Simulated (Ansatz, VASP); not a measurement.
## ZrC in VASP and in Ansatz

```
CELL_PARAMETERS angstrom
0.00000 2.35021 2.35021
2.35021 0.00000 2.35021
2.35021 2.35021 0.00000
ATOMIC_POSITIONS crystal
Zr 0.59026 0.40974 0.50000
C 0.00000 0.00000 0.00000
```

Change from the starting cell: all Zr atoms moved -0.300 Å, as atom 1 along Cartesian [1 -1 0].

Alike in both runs: task single point; functional LDA; k mesh 18 × 18 × 18; occupations gaussian, width 0.15 eV; no spin polarisation.

|  | VASP | Ansatz |
| --- | --- | --- |
| version | VASP 6.6.1 | Ansatz 0.2.0 |
| potentials or method | VASP PAW LDA potentials, release 64 (Zr_sv, C) | scalar-relativistic, plane waves, PAW |
| plane-wave cutoff (eV) | 520 | 420 |
| valence electrons in the cell | 16 | 16 |

```csv
,VASP,Ansatz,Ansatz less VASP
gap on the k mesh at the Fermi level (eV),0.16,0.17,+0.007
least direct gap on the mesh (eV),0.38,0.38,+0.005
pressure (GPa),-1.0,-1.6,-0.60
largest component of the traceless stress (GPa),8.33,8.28,-0.051
rms of the force components (eV/Å),1.200,1.186,-0.0138
```

Atom by atom the forces differ by 0.014 eV/Å (rms over components).

Caveats: forces of over 1 eV/Å show positions far from the minimum, so gaps and moduli don't describe the material at rest.
